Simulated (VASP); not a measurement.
Input of a VASP 6.6.1 run:

INCAR

```
SYSTEM = InSe
ALGO = Fast
DIPOL = 0.5 0.5 0.500
EDIFF = 1E-6
ENCUT = 520
GGA = PS
IDIPOL = 3
ISIF = 2
ISMEAR = 0
IVDW = 12
LASPH = .TRUE.
LCHARG = .FALSE.
LDIPOL = .TRUE.
LREAL = .FALSE.
LWAVE = .FALSE.
NBANDS = 27
NELM = 100
PREC = Accurate
SIGMA = 0.03
```

Contents of KPOINTS:

```
k-points
0
G
  12 12 1
  0 0 0
```

File POSCAR:

```
InSe
1.0
    4.0500000000      0.0000000000      0.0000000000
   -2.0250000000      3.5074028853      0.0000000000
    0.0000000000      0.0000000000     19.3600000000
Se In
2 2
Direct
    0.6666670000      0.3333330000      0.3615702479
    0.6666670000      0.3333330000      0.6384297521
    0.3333330000      0.6666670000      0.4276859504
    0.3333330000      0.6666670000      0.5723140496
```

Potentials or basis: VASP PAW PBE potentials, release 64 (Se, In_d).

Run with:

```console
$ cat potpaw_PBE.64/Se/POTCAR potpaw_PBE.64/In_d/POTCAR > POTCAR
$ mpirun -np 1 vasp_std > vasp.out
```

Q: Estimate the largest force.

A: 0.209 eV/Å.

Q: Estimate the band gap on the k mesh.

A: 1.45 eV, indirect (least direct gap 1.52 eV).

Q: Estimate the dispersion energy per atom.

A: -0.199 eV.

Forces in eV/Å, atoms in the order of the input:
```
Se   0.000  0.000  0.209
Se   0.000  0.000 -0.209
In   0.000  0.000  0.008
In   0.000  0.000 -0.008
```

Caveat: the PAW data sets were made with another functional, which shifts forces and pressure a little; spin-orbit coupling is left out, which moves the levels of the heavy elements. As with any semilocal functional, this PBEsol gap is likely too small.
